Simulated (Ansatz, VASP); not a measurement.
CdS: VASP beside Ansatz

Contents of INCAR:

```
PREC     = Accurate       # precision mode
ENCUT    = 520            # plane-wave cutoff, eV
EDIFF    = 1E-7           # SCF threshold, eV
ISMEAR   = -1             # smearing method
SIGMA    = 0.02           # smearing width, eV
LREAL    = False          # projectors in reciprocal space
LASPH    = True           # aspherical terms in the spheres
NELM     = 100            # most SCF steps
ALGO     = Normal         # electronic algorithm
ISIF     = 2              # what is computed and relaxed
LWAVE    = False          # write WAVECAR
LCHARG   = False          # write CHGCAR
GGA      = PS             # functional
NBANDS   = 16             # bands
```

The input KPOINTS:

```
regular mesh
0
Gamma
  7 7 7
```

The input POSCAR:

```
CdS
1.0
    0.0000000000      3.0018125342      2.9429534649
    3.0018125342      0.0000000000      2.9429534649
    3.0018125342      3.0018125342      0.0000000000
Cd S
1 1
Direct
    0.0000000000      0.0000000000      0.0000000000
    0.7500000000      0.7500000000      0.7500000000
```

Input for Ansatz:

```yaml
crystal:
  lattice:
    - [0.0, 3.0018125342, 2.9429534649]
    - [3.0018125342, 0.0, 2.9429534649]
    - [3.0018125342, 3.0018125342, 0.0]
  atoms:
    - { symbol: Cd, position: [0.0, 0.0, 0.0] }
    - { symbol: S, position: [0.75, 0.75, 0.75] }
kpoints:
  mp_grid: { grid: [7, 7, 7] }
  band_path:
    path:
      - [0.0, 0.0, 0.0]
      - [0.0, 0.5, 0.5]
      - [0.25, 0.75, 0.5]
      - [0.0, 0.5, 0.0]
      - [0.0, 0.0, 0.0]
      - [0.5, 0.5, 0.0]
      - [0.38005, 0.61995, 0.0]
      - [-0.38005, 0.38005, 0.0]
      - [0.0, 0.0, 0.0]
    npoints: 5
scf:
  occupations: { method: fermi_dirac, width: 0.02 }
hamiltonian:
  xc: pbesol
  pseudopotentials: { kind: all_electron, lapw: { basis_error: 0.0005 } }
output:
  forces: true
  stress: true
  eigenvalues: true
```

Change from the starting cell: equal xx and yy strain of +2 %.

Alike in both runs: task single point; functional PBEsol; k mesh 7 × 7 × 7; occupations fermi-dirac, width 0.02 eV; no spin polarisation.

|  | VASP | Ansatz |
| --- | --- | --- |
| version | VASP 6.6.1 | Ansatz 0.2.0 |
| potentials or method | VASP PAW PBE potentials, release 64 (Cd, S) | all-electron LAPW, scalar-relativistic |
| plane-wave cutoff (eV) | 520 | see its input |

|  | VASP | Ansatz | Ansatz less VASP |
| --- | --- | --- | --- |
| gap on the k mesh at the Fermi level (eV) | 0.83 | 0.83 | -0.002 |
| pressure (GPa) | -3.4 | -3.7 | -0.27 |
| largest component of the traceless stress (GPa) | 0.30 | 0.30 | +0.003 |

Ansatz ran all-electron here, so the differences hold the error of VASP's frozen core and of both bases.

Caveats: the PAW data sets were made with another functional, which shifts forces and pressure a little (VASP).
